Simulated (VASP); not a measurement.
A run of VASP 6.6.1 is set up as follows.

File INCAR:

```
SYSTEM = C
  ALGO = Fast
  DIPOL = 0.5 0.5 0.500
  EDIFF = 1E-6
  ENCUT = 520
  GGA = PS
  IDIPOL = 3
  ISIF = 2
  ISMEAR = 0
  KPAR = 8
  LASPH = .TRUE.
  LCHARG = .TRUE.
  LDIPOL = .TRUE.
  LREAL = .FALSE.
  LVACPOTAV = .TRUE.
  LVHAR = .TRUE.
  LWAVE = .FALSE.
  NELM = 80
  PREC = Accurate
  SIGMA = 0.05
```

Contents of KPOINTS:

```
k-points
0
G
  6 10 1
  0 0 0
```

The input POSCAR:

```
C
1.0
    5.0441320810      0.0000000000      0.0000000000
    0.0000000000      2.5220660410      0.0000000000
    0.0000000000      0.0000000000     22.9752749975
C
32
Direct
    0.3450000000      1.0000000000      0.2176252515
    0.2500000000      0.5000000000      0.2477308759
    0.0000000000      0.5000000000      0.2865415103
    0.0000000000      0.0000000000      0.3253521448
    0.2500000000      0.0000000000      0.3641627793
    0.2500000000      0.5000000000      0.4029734138
    0.0000000000      0.5000000000      0.4417840482
    0.0000000000      0.0000000000      0.4805946827
    0.2500000000      0.0000000000      0.5194053173
    0.2500000000      0.5000000000      0.5582159518
    0.0000000000      0.5000000000      0.5970265862
    0.0000000000      0.0000000000      0.6358372207
    0.2500000000      0.0000000000      0.6746478552
    0.2500000000      0.5000000000      0.7134584897
    0.0000000000      0.5000000000      0.7522691241
    0.0950000000      0.0000000000      0.7823747485
    0.6550000000      1.0000000000      0.2176252515
    0.7500000000      0.5000000000      0.2477308759
    0.5000000000      0.5000000000      0.2865415103
    0.5000000000      0.0000000000      0.3253521448
    0.7500000000      0.0000000000      0.3641627793
    0.7500000000      0.5000000000      0.4029734138
    0.5000000000      0.5000000000      0.4417840482
    0.5000000000      0.0000000000      0.4805946827
    0.7500000000      0.0000000000      0.5194053173
    0.7500000000      0.5000000000      0.5582159518
    0.5000000000      0.5000000000      0.5970265862
    0.5000000000      0.0000000000      0.6358372207
    0.7500000000      0.0000000000      0.6746478552
    0.7500000000      0.5000000000      0.7134584897
    0.5000000000      0.5000000000      0.7522691241
    0.4050000000      0.0000000000      0.7823747485
```

Potentials or basis: VASP PAW PBE potentials, release 64 (C).

Launch:

```bash
$ cat potpaw_PBE.64/C/POTCAR > POTCAR
$ mpirun -np 8 vasp_std > vasp.out
```

(1) Predict the work function of the upper face.

(2) Predict the work function of the lower face.

(3) Estimate the largest force.

(4) Predict the band gap on the k mesh.

Results:

(1) 5.30 eV.

(2) 5.30 eV.

(3) 4.511 eV/Å.

(4) none (metal or under the smearing width).

Caveat: the PAW data sets were made with another functional, which shifts forces and pressure a little.
